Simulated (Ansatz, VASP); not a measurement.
TaN: VASP beside Ansatz

```
CELL_PARAMETERS angstrom
2.93800 0.00000 0.00000
-1.46900 2.54438 0.00000
0.00000 0.00000 2.88300
ATOMIC_POSITIONS crystal
Ta 0.33333 0.66667 0.50000
N 0.00000 0.00000 0.00000
```

Alike in both runs: task relaxation of cell and atoms; functional PBE; k mesh 10 × 10 × 9; occupations fermi-dirac, width 0.05 eV; no spin polarisation; Hubbard terms Ta d U = 4.0 eV.

|  | VASP | Ansatz |
| --- | --- | --- |
| version | VASP 6.6.1 | Ansatz 0.2.0 |
| potentials or method | VASP PAW PBE potentials, release 64 (Ta_pv, N) | Ansatz PAW |
| plane-wave cutoff (eV) | 600 | 420 |
| valence electrons in the cell | 16 | 18 |

```csv
,VASP,Ansatz,Ansatz less VASP
"gap on the k mesh at the Fermi level, each at its own relaxed structure (eV)",none,none,-
relaxed volume (Å³/atom),11.35,11.04,-0.301
relaxed cell length with the largest relative difference (Å),2.936,2.902,-0.0337
energy change over the relaxation (meV/atom),-31,-7,+24.3
```

The programs project onto different local orbitals, so the same U acts differently. A gap of «none» marks a metal or a gap that the smearing closes. The two sets of potentials don't hold the same shells in valence.

Caveats: U without spin polarisation on a metal has little footing; the plane-wave basis is chosen anew once the cell has moved, so the energies of steps on either side of that aren't comparable (Ansatz); the pressure holds a Pulay correction of +0.4 GPa for the finite cutoff (Ansatz). Zero-point motion and thermal expansion aren't in these numbers. Spin-orbit coupling is left out, which matters for the levels of Ta.
